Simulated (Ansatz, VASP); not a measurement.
P in VASP and in Ansatz

```
P
1.0
     2.42271    0.00000    0.00000
     0.00000    2.42271    0.00000
     0.00000    0.00000    2.42280
P
1
Direct
  0.00000 0.00000 0.00000
```

Alike in both runs: functional PBE; dispersion D3(BJ); k mesh 18 × 18 × 18; occupations gaussian, width 0.1 eV; no spin polarisation.

Ansatz relaxed the structure, and its values are those at the end. VASP's run is a single point on that final structure, the one shown.

|  | VASP | Ansatz |
| --- | --- | --- |
| version | VASP 6.6.1 | Ansatz 0.2.0 |
| potentials or method | VASP PAW PBE potentials, release 64 (P) | scalar-relativistic, plane waves, PAW |
| plane-wave cutoff (eV) | 520 | 420 |
| valence electrons in the cell | 5 | 5 |

```tsv
	VASP	Ansatz	Ansatz less VASP
gap on the k mesh at the Fermi level (eV)	none	none	-
pressure (GPa)	-2.4	-2.0	+0.30
```

A gap of «none» marks a metal or a gap that the smearing closes. Ansatz warned: «near_symmetry_operations_not_taken».

Caveats: pairwise dispersion overbinds metals, which lowers pressure and volume.
